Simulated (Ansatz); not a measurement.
# Relaxing CrCuO2

Method: DFT r2SCAN, scalar-relativistic, plane waves, PAW in Ansatz 0.2.0.

The start is a database structure of CrCuO2, space group R-3m (No. 166).

The final relaxation ran on this input, with the default PAW datasets:

```yaml
crystal:
  lattice:
    - [1.4867000139, 0.8583466533, 5.7]
    - [-1.4867000139, 0.8583466533, 5.7]
    - [0.0, -1.7166933065, 5.7]
  atoms:
    - { symbol: Cr, position: [0.5, 0.5, 0.5], spin: 2.69 }
    - { symbol: Cu, position: [0.0, 0.0, 0.0] }
    - { symbol: O, position: [0.10792, 0.10792, 0.10792] }
    - { symbol: O, position: [0.89208, 0.89208, 0.89208] }
basis:
  ecutwfc: 500
kpoints:
  mp_grid: { grid: [12, 12, 12] }
hamiltonian:
  xc: r2scan
scf:
  occupations: { method: gaussian, width: 0.02 }
output:
  forces: true
  stress: true
  eigenvalues: true
  populations: true
magnetization:
  spin_polarized: true
relax:
  adjacent_minimum: "off"
  f_tol: 0.01
  max_steps: 80
  cell: { stress_tol: 0.05 }
```

Launched as:

```bash
ansatz run input.yaml --threads 1 --pin off --max-ram 2560MiB --backend cpu --events-out ev --progress --plain --runs-dir out
```

The run took 6.1 min on 1 thread of Arm Neoverse V1 (shared host), peak memory 0.82 GiB.

End of the output:

```
SCF converged after 8 iterations
Stability not checked: this state was not tested for a lower state beside it, because the mixer in use, unlike msr1, does not test its closes by its own steps (another_mixer; see scf.mixing.algorithm and scf.lower_state_search)
Magnetization: 3.0000 μB (24.0000 up, 21.0000 down)
Absolute magnetization: 3.0522 μB (∫|ρ↑−ρ↓|, with the PAW one-centre terms)
Spin contamination: 0.0172 ħ² per cell (⟨S²⟩ above its minimum at these occupations)
Per-site moments (μB) at R_I (Å): [(2.450029, 0.820851), (0.001069, 0.757517), (0.011369, 0.757517), (0.011369, 0.757517)]
Free energy (F): -11152.947224 eV
Harris-Foulkes:  -11152.947224 eV  (|F-HF|=3.64e-12)
Internal energy: -11152.947224 eV  (E = F + TS)
E sigma→0 (E₀):  -11152.947224 eV
Fermi energy:    12.301378 eV
--- Per-component energies (eV) ---
  E_band       = -722.553406
  E_kinetic    = 992.746973
  E_local      = -6920.055058  (includes V_loc(G=0)·N_el)
  E_nonlocal   = 577.298152
  E_hartree    = 2971.831556
  E_xc         = -365.643800
  E_vxc        = -531.259916  (∫ρ·V_xc dr)
  E_paw        = -3206.128835  (= ΣΔE_a)
  E_vpaw       = -819.202977  (= ΣTr[D̂ρ^β])
  E_aug_tail   = 0.002228  (compensation charges beyond the density's cutoff)
  E_vtau       = 34.254093  (kinetic-family band-sum trace: ∫τ·v_τ [+ j·A + Jᵃ·Aᵃ] dr)
  E_ewald      = -5202.361123
  E_core_change = -0.637317  (= ΣΔE_core)
  E_smearing   =  0.000000  (= −TS)
  E_closure    = 0.000000  (closes the sum)
  Σ components = -11152.947224   (vs F -11152.947224, Δ=0.00e0)
--- Forces (eV/Å), atoms counted from 1 ---
  atom   1  Cr     0.00000000     0.00000000     0.00000000
  atom   2  Cu     0.00000000     0.00000000     0.00000000
  atom   3  O      0.00000000     0.00000000    -0.00198852
  atom   4  O      0.00000000     0.00000000     0.00198852
  max |Σ_I F_I| component: 1.89e-31 eV/Å
--- Stress (GPa, compression-positive) ---
        0.012263       0.000000       0.000000
        0.000000       0.012263       0.000000
        0.000000       0.000000       0.021513
  P = ⅓ Tr σ = 0.0153 GPa (0.153 kbar)
  k-point 0 ↑: bands = ["-104.0914", "-64.3788", "-60.0808", "-59.8561", "-59.8561", "-34.5900", "-34.5086", "-34.5086", "-9.8051", "-8.3130", "3.1132", "5.5819", "5.5819", "7.4248", "7.7542", "8.5968", "8.5968", "9.4440", "9.4440", "9.5929", "9.5929", "10.1137", "10.1137", "10.3675", "14.1429", "14.9357", "14.9357", "18.7423", "20.7655"]
  k-point 1 ↑: bands = ["-104.0914", "-64.3775", "-60.0807", "-59.8568", "-59.8563", "-34.5878", "-34.5208", "-34.5112", "-9.7374", "-8.3219", "3.2144", "5.3968", "5.6364", "7.5661", "7.6405", "8.3698", "8.4120", "9.4744", "9.5107", "9.6120", "9.6176", "10.1825", "10.2545", "10.3894", "14.2389", "14.7484", "14.8996", "19.0720", "20.9384"]
  k-point 2 ↑: bands = ["-104.0912", "-64.3740", "-60.0805", "-59.8590", "-59.8568", "-34.5818", "-34.5538", "-34.5185", "-9.5478", "-8.3473", "3.4993", "5.0524", "5.7858", "6.9452", "7.8257", "7.9378", "8.4684", "9.4580", "9.6088", "9.6564", "9.6879", "10.2780", "10.4827", "10.5229", "14.2432", "14.6027", "14.8160", "19.8321", "21.4021"]
  k-point 188 ↓: bands = ["-104.0956", "-60.7133", "-60.0828", "-59.8603", "-59.8603", "-30.8229", "-30.8229", "-30.8037", "-9.5894", "-8.4434", "4.7582", "5.7294", "6.2225", "6.2225", "7.9191", "7.9739", "7.9739", "9.5203", "9.5203", "10.5180", "10.5180", "14.1738", "14.1738", "15.0237", "15.3292", "16.2045", "16.2045", "17.9746", "21.5465"]
--- Relaxed structure (4 steps of the walk, 4 accepted, 1 SCFs on fresh bases) ---
  F+E_penalty+E_count = -11152.94722394 eV   max|allowed force component| = 1.989e-3 eV/Å   (the final SCF, on the basis selected at the relaxed cell)
  cell:  # Å, volume = 43.6571 Å³
    - [1.491130, 0.860904, 5.668049]
    - [-1.491130, 0.860904, 5.668049]
    - [0.000000, -1.721808, 5.668049]
  atoms:
    - { symbol: Cr, position: [0.5, 0.5, 0.500000] }
    - { symbol: Cu, position: [0.000000, 0.000000, 0.000000] }
    - { symbol: O, position: [0.107997, 0.107997, 0.107997] }
    - { symbol: O, position: [0.892003, 0.892003, 0.892003] }
--- Löwdin populations: 4 sites ---
  site symbol q [e]    m [muB]
     0     Cr     12.7083     2.8564
     1     Cu     18.4093     0.0409
     2      O      6.8453     0.0262
     3      O      6.8453     0.0262
  spilling = 0.004264 (of n_electrons = 45.000000)
```

Total energies depend on the potentials used, so only differences within one code and one set of settings carry meaning.

The result has space group R-3m (No. 166). Around Cr lie 6 O at 1.99 Å; Cu has 2 O at 1.84 Å; around O lie 1 Cu at 1.84 Å and 3 Cr at 1.99 Å.

Against the elements it lies at -1.757 eV/atom. Formation energies are uncorrected and refer to the elements' standard structures at the same level (O₂ as a molecule).

The magnetic state reached may not be the lowest.

Symmetry constrained the relaxation, so the result can be a saddle point.